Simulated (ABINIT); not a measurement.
# CdSe (F-43m) in ABINIT: settings compared

Aim: see how the results for CdSe move with the level of theory and the settings. Levels: PBE, PBEsol. Tasks: single point.

Everything below comes from runs of ABINIT 10.8.3 (patched build). Logs are shortened: lines on timing, memory, paths and dates and some standing lists are left out, and cuts for length are marked. The log counts tension as positive stress, the text compression.

## (1) The structure

Symmetry: F-43m, No. 216, cubic system. Conventional cell: a = 6.141 Å, b = 6.141 Å, c = 6.141 Å, α = 90.00°, β = 90.00°, γ = 90.00°. Cd (site symmetry -43m) has 4 Se at 2.66 Å as nearest neighbours. Se (site symmetry -43m) is surrounded by 4 Cd at 2.66 Å.

Measurements of this composition are mostly on another form, of space group No. 186.

## (2) Single point, PBE

Contents of run.abi:

```
# Pseudopotentials
pp_dirpath "./"
pseudos "Cd.GGA_PBE-JTH.xml, Se.GGA_PBE-JTH.xml"

# Structure
acell 3*1.0
rprim
     0.0000000000     5.8019716937     5.8019716937
     5.8019716937     0.0000000000     5.8019716937
     5.8019716937     5.8019716937     0.0000000000
ntypat 2
znucl 48 34
natom 2
typat 1 2
xred
     0.0000000000     0.0000000000     0.0000000000
     0.2500000000     0.2500000000     0.2500000000

# Plane-wave basis
ecut 26.0
pawecutdg 48.0
pawxcdev 0

# k points
kptopt 1
ngkpt 8 8 8
nshiftk 1
shiftk 0.0 0.0 0.0

# Exchange and correlation
ixc 11

# Bands and occupations
nband 13
occopt 3
tsmear 0.05 eV

# SCF cycle
nstep 100
tolvrs 1.0e-9

# Output
iomode 3
prtwf 0
prtden 0
prteig 0
prtebands 0
enunit 2
```

Potentials or basis: JTH PAW PBE v2.0.

The run is started by

```
$ abinit run.abi > log 2>&1
```

run.abo:

```text
.Version 10.8.3 of ABINIT
 Symmetries : space group F-4 3 m (#216); Bravais cF (face-center cubic)
================================================================================
 Values of the parameters that define the memory need of the present run
     intxc =       0    ionmov =       0      iscf =      17    lmnmax =      18
     lnmax =       6     mgfft =      40  mpssoang =       3    mqgrid =    3001
     natom =       2  nloc_mem =       2    nspden =       1   nspinor =       1
    nsppol =       1      nsym =      24    n1xccc =       1    ntypat =       2
    occopt =       3   xclevel =       2
       mpw =        2502          nfft =       64000          nkpt =          29
 PAW method is used; the additional fine FFT grid is defined by:
   mgfftf=        54    nfftf =    157464
================================================================================
================================================================================

--------------------------------------------------------------------------------
------------- Echo of variables that govern the present computation ------------
--------------------------------------------------------------------------------
 -outvars: echo values of preprocessed input variables --------
            acell      1.0000000000E+00  1.0000000000E+00  1.0000000000E+00 Bohr
              amu      1.12411000E+02  7.89600000E+01
             ecut      2.60000000E+01 Hartree
           enunit           2
              ixc          11
         kptrlatt        8    0    0      0    8    0      0    0    8
          kptrlen      6.56418165E+01
            natom           2
            nband          13
            ngfft          40      40      40
          ngfftdg          54      54      54
             nkpt          29
            nstep         100
             nsym          24
           ntypat           2
           occopt           3
        pawecutdg      4.80000000E+01 Hartree
         pawxcdev           0
           prtden           0
        prtebands           0
           prteig           0
            prtwf           0
            rprim      0.0000000000E+00  5.8019716937E+00  5.8019716937E+00
                       5.8019716937E+00  0.0000000000E+00  5.8019716937E+00
                       5.8019716937E+00  5.8019716937E+00  0.0000000000E+00
          spgroup         216
           tolvrs      1.00000000E-09
           tsmear      1.83746611E-03 Hartree
            typat      1  2
           useylm           1
           xangst      0.0000000000E+00  0.0000000000E+00  0.0000000000E+00
                       1.5351355983E+00  1.5351355983E+00  1.5351355983E+00
            xcart      0.0000000000E+00  0.0000000000E+00  0.0000000000E+00
                       2.9009858468E+00  2.9009858468E+00  2.9009858468E+00
             xred      0.0000000000E+00  0.0000000000E+00  0.0000000000E+00
                       2.5000000000E-01  2.5000000000E-01  2.5000000000E-01
            znucl       48.00000   34.00000

================================================================================

 chkinp: Checking input parameters for consistency.

================================================================================
== DATASET  1 ==================================================================

--- !DatasetInfo
iteration_state: {dtset: 1, }
dimensions: {natom: 2, nkpt: 29, mband: 13, nsppol: 1, nspinor: 1, nspden: 1, mpw: 2502, }
cutoff_energies: {ecut:  26.0, pawecutdg:  48.0, }
electrons: {nelect:   1.80000000E+01, charge:   0.00000000E+00, occopt:   3.00000000E+00, tsmear:   1.83746611E-03, }
meta: {optdriver: 0, ionmov: 0, optcell: 0, iscf: 17, paral_kgb: 0, }
...

 Exchange-correlation functional for the present dataset will be:
  GGA: Perdew-Burke-Ernzerhof functional - ixc=11
  J.P.Perdew, K.Burke, M.Ernzerhof, PRL 77, 3865 (1996)

 Real(R)+Recip(G) space primitive vectors, cartesian coordinates (Bohr,Bohr^-1):
 R(1)=  0.0000000  5.8019717  5.8019717  G(1)= -0.0861776  0.0861776  0.0861776
 R(2)=  5.8019717  0.0000000  5.8019717  G(2)=  0.0861776 -0.0861776  0.0861776
 R(3)=  5.8019717  5.8019717  0.0000000  G(3)=  0.0861776  0.0861776 -0.0861776
 Unit cell volume ucvol=  3.9062210E+02 bohr^3
 Angles (23,13,12)=  6.00000000E+01  6.00000000E+01  6.00000000E+01 degrees

 Coarse grid specifications (used for wave-functions):

 getcut: wavevector=  0.0000  0.0000  0.0000  ngfft=  40  40  40
         ecut(hartree)=     26.000   => boxcut(ratio)=   2.12382

 Fine grid specifications (used for densities):

 getcut: wavevector=  0.0000  0.0000  0.0000  ngfft=  54  54  54
         ecut(hartree)=     48.000   => boxcut(ratio)=   2.11089

--- Pseudopotential description ------------------------------------------------
- pspini: atom type   1  psp file is ./Cd.GGA_PBE-JTH.xml
 Pseudopotential format is: paw10
[... 53 lines left out ...]
  sigma(3 3)= -4.00909596E-05  sigma(2 1)=  0.00000000E+00

--- !ResultsGS
iteration_state: {dtset: 1, }
comment   : Summary of ground state results
lattice_vectors:
- [  0.0000000,   5.8019717,   5.8019717, ]
- [  5.8019717,   0.0000000,   5.8019717, ]
- [  5.8019717,   5.8019717,   0.0000000, ]
lattice_lengths: [   8.20523,    8.20523,    8.20523, ]
lattice_angles: [ 60.000,  60.000,  60.000, ] # degrees, (23, 13, 12)
lattice_volume:   3.9062210E+02
convergence: {deltae: -5.889E-11, res2:  9.637E-10, residm:  2.107E-05, diffor: null, }
etotal    :  -5.71766285E+01
entropy   :   0.00000000E+00
fermie    :   5.75136478E-02
cartesian_stress_tensor: # hartree/bohr^3
- [ -4.00909596E-05,   0.00000000E+00,   0.00000000E+00, ]
- [  0.00000000E+00,  -4.00909596E-05,   0.00000000E+00, ]
- [  0.00000000E+00,   0.00000000E+00,  -4.00909596E-05, ]
pressure_GPa:   1.1795E+00
xred      :
- [  0.0000E+00,   0.0000E+00,   0.0000E+00, Cd]
- [  2.5000E-01,   2.5000E-01,   2.5000E-01, Se]
cartesian_forces: # hartree/bohr
- [  1.74034279E-29,  -5.80114262E-30,  -5.80114262E-30, ]
- [ -1.74034279E-29,   5.80114262E-30,   5.80114262E-30, ]
force_length_stats: {min:   1.92402134E-29, max:   1.92402134E-29, mean:   1.92402134E-29, }
...

 Integrated electronic density in atomic spheres:
 ------------------------------------------------
 Atom  Sphere_radius  Integrated_density
    1        2.50234         10.43573911
    2        2.21132          3.95151839

================================================================================

 ----iterations are completed or convergence reached----

 Mean square residual over all n,k,spin=   21.492E-08; max=  21.066E-06
 reduced coordinates (array xred) for    2 atoms
       0.000000000000      0.000000000000      0.000000000000
       0.250000000000      0.250000000000      0.250000000000
 rms dE/dt=  9.5199E-29; max dE/dt=  1.3463E-28; dE/dt below (all hartree)
    1       0.000000000000      0.000000000000      0.000000000000
    2      -0.000000000000      0.000000000000      0.000000000000

 cartesian coordinates (angstrom) at end:
    1      0.00000000000000     0.00000000000000     0.00000000000000
    2      1.53513559826371     1.53513559826371     1.53513559826371

 cartesian forces (hartree/bohr) at end:
    1      0.00000000000000    -0.00000000000000    -0.00000000000000
    2     -0.00000000000000     0.00000000000000     0.00000000000000
 frms,max,avg= 1.1108342E-29 1.7403428E-29   0.000E+00  0.000E+00  0.000E+00 h/b

 cartesian forces (eV/Angstrom) at end:
    1      0.00000000000000    -0.00000000000000    -0.00000000000000
    2     -0.00000000000000     0.00000000000000     0.00000000000000
 frms,max,avg= 5.7121393E-28 8.9492024E-28   0.000E+00  0.000E+00  0.000E+00 e/A
 length scales=  1.000000000000  1.000000000000  1.000000000000 bohr
              =  0.529177210544  0.529177210544  0.529177210544 angstroms
 Fermi (or HOMO) energy (hartree) =   0.05751   Average Vxc (hartree)=  -0.31752
 Eigenvalues (hartree) for nkpt=  29  k points:
 kpt#   1, nband= 13, wtk=  0.00195, kpt=  0.0000  0.0000  0.0000 (reduced coord)
  -0.41118   -0.24211   -0.24211   -0.24211   -0.22949   -0.22949    0.04607    0.04607
   0.04607    0.06601    0.26411    0.26411    0.26411
      occupation numbers for kpt#   1
   2.00000    2.00000    2.00000    2.00000    2.00000    2.00000    1.99605    1.99605
   1.99605    0.01941    0.00000    0.00000    0.00000
 prteigrs : prtvol=0 or 1, do not print more k-points.

 Fermi (or HOMO) energy (eV) =   1.56503   Average Vxc (eV)=  -8.64004
 Eigenvalues (   eV  ) for nkpt=  29  k points:
 kpt#   1, nband= 13, wtk=  0.00195, kpt=  0.0000  0.0000  0.0000 (reduced coord)
 -11.18869   -6.58809   -6.58809   -6.58809   -6.24466   -6.24466    1.25375    1.25375
   1.25375    1.79631    7.18673    7.18673    7.18675
 prteigrs : prtvol=0 or 1, do not print more k-points.

--- !EnergyTerms
iteration_state     : {dtset: 1, }
comment             : Components of total free energy in Hartree
kinetic             :  1.62256085958333E+01
hartree             :  1.50739273246361E+01
xc                  : -9.51402728081610E+00
Ewald energy        : -4.05359592690717E+01
psp_core            :  2.62789607642064E+00
local_psp           : -4.54220052241596E+01
PAW spherical_terms :  4.36790671703066E+00
internal            : -5.71766530601267E+01
'-kT*entropy'       : -9.67773728096859E-07
total_energy        : -5.71766540279005E+01
total_energy_eV     : -1.55585601700603E+03
...

--- !EnergyTermsDC
iteration_state     : {dtset: 1, }
comment             : '"Double-counting" decomposition of free energy'
band_energy         : -3.28369103513343E+00
Ewald energy        : -4.05359592690717E+01
psp_core            :  2.62789607642064E+00
xc_dc               : -1.71188950668444E+01
PAW spherical_terms :  1.13402176077370E+00
internal            : -5.71766275338552E+01
'-kT*entropy'       : -9.67773728096859E-07
total_energy_dc     : -5.71766285016289E+01
total_energy_dc_eV  : -1.55585532240079E+03
...

--- !EnergyTermsWithPAWCore
iteration_state     : {dtset: 1, }
comment             : 'Components of total free energy, including PAW core contributions'
Total energy        : -8.02481671338955E+03
Total energy DC     : -8.02481668786327E+03
Total energy (eV)   : -2.18366387141247E+05
Total energy DC (eV): -2.18366386446642E+05
...

 Cartesian components of stress tensor (hartree/bohr^3)
  sigma(1 1)= -4.00909596E-05  sigma(3 2)=  0.00000000E+00
  sigma(2 2)= -4.00909596E-05  sigma(3 1)=  0.00000000E+00
  sigma(3 3)= -4.00909596E-05  sigma(2 1)=  0.00000000E+00

-Cartesian components of stress tensor (GPa)         [Pressure=  1.1795E+00 GPa]
- sigma(1 1)= -1.17951675E+00  sigma(3 2)=  0.00000000E+00
- sigma(2 2)= -1.17951675E+00  sigma(3 1)=  0.00000000E+00
- sigma(3 3)= -1.17951675E+00  sigma(2 1)=  0.00000000E+00

== END DATASET(S) ==============================================================
================================================================================

 -outvars: echo values of variables after computation  --------
            acell      1.0000000000E+00  1.0000000000E+00  1.0000000000E+00 Bohr
           etotal     -5.7176628502E+01
            fcart      1.7403427869E-29 -5.8011426229E-30 -5.8011426229E-30
                      -1.7403427869E-29  5.8011426229E-30  5.8011426229E-30
            rprim      0.0000000000E+00  5.8019716937E+00  5.8019716937E+00
                       5.8019716937E+00  0.0000000000E+00  5.8019716937E+00
                       5.8019716937E+00  5.8019716937E+00  0.0000000000E+00
           strten     -4.0090959587E-05 -4.0090959587E-05 -4.0090959587E-05
                       0.0000000000E+00  0.0000000000E+00  0.0000000000E+00
           xangst      0.0000000000E+00  0.0000000000E+00  0.0000000000E+00
                       1.5351355983E+00  1.5351355983E+00  1.5351355983E+00
             xred      0.0000000000E+00  0.0000000000E+00  0.0000000000E+00
                       2.5000000000E-01  2.5000000000E-01  2.5000000000E-01
 Calculation completed.
```

Run time: 58 s. Hardware: 1 thread of Arm Neoverse V1, shared host; peak memory 0.16 GiB.

Results:

| Item | Value |
| --- | --- |
| Free energy | -1555.8553 eV |
| Pressure | 1.2 GPa |
| Band gap on the k mesh | 0.54 eV, direct |
| Valence electrons inside the program's atomic spheres | Cd 10.44; Se 3.95 |

## (3) Single point, PBEsol

run.abi: that of step 2 with these lines changed.

```diff
@@ -30,3 +30,3 @@
 # Exchange and correlation
-ixc 11
+ixc -116133
```

Potentials or basis: JTH PAW PBE v2.0.

The run is started by

```
$ abinit run.abi > log 2>&1
```

It took 59 s on 1 thread of Arm Neoverse V1, shared host; peak memory 0.16 GiB.

Results (log left out):

| Item | Value |
| --- | --- |
| Free energy | -1555.9839 eV |
| Pressure | -1.5 GPa |
| Band gap on the k mesh | 0.42 eV, direct |
| Valence electrons inside the program's atomic spheres | Cd 10.44; Se 3.93 |

Levels at points of the mesh, in eV from the valence-band top:
```tsv
k point	band 5	band 6	band 7	band 8	band 9	band 10	band 11	band 12	band 13
(0.00, 0.00, 0.00)	-7.47	-7.47	0.00	0.00	0.00	0.42	5.85	5.85	5.85
(0.50, 0.00, 0.00)	-7.44	-7.19	-4.29	-0.72	-0.72	2.24	6.36	6.36	7.53
(0.50, 0.50, 0.00)	-7.41	-7.13	-4.01	-1.79	-1.79	3.06	3.64	7.79	8.82
```

Caveat: the PAW data sets were made with another functional, which shifts forces and pressure a little. PBEsol gaps usually lie below the measured ones, often by a third to a half.
